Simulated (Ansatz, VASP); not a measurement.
# Two plane-wave programs on LiH

```xyz
2
Lattice="2.5582 0.0000 0.0000 0.0000 2.5582 0.0000 0.0000 0.0000 2.5582" Properties=species:S:1:pos:R:3 pbc="T T T"
Li    0.0000    0.0000    0.0000
H     1.2791    1.2791    1.2791
```

The cell comes from a database or a generator and needn't be the stable form of this composition.

Alike in both runs: task single point; functional LDA; k mesh 6 × 6 × 6; occupations gaussian, width 0.05 eV; no spin polarisation.

|  | VASP | Ansatz |
| --- | --- | --- |
| version | VASP 6.6.1 | Ansatz 0.2.0 |
| potentials or method | VASP PAW LDA potentials, release 64 (Li_sv, H) | scalar-relativistic, plane waves, PAW |
| plane-wave cutoff (eV) | 520 | 420 |
| valence electrons in the cell | 4 | 4 |

|  | VASP | Ansatz | Ansatz less VASP |
| --- | --- | --- | --- |
| gap on the k mesh at the Fermi level (eV) | 0.39 | 0.38 | -0.013 |
| least direct gap on the mesh (eV) | 3.80 | 3.80 | +0.004 |

 A k mesh can miss the band edges. LDA gaps usually lie below the measured ones, often by a third to a half.
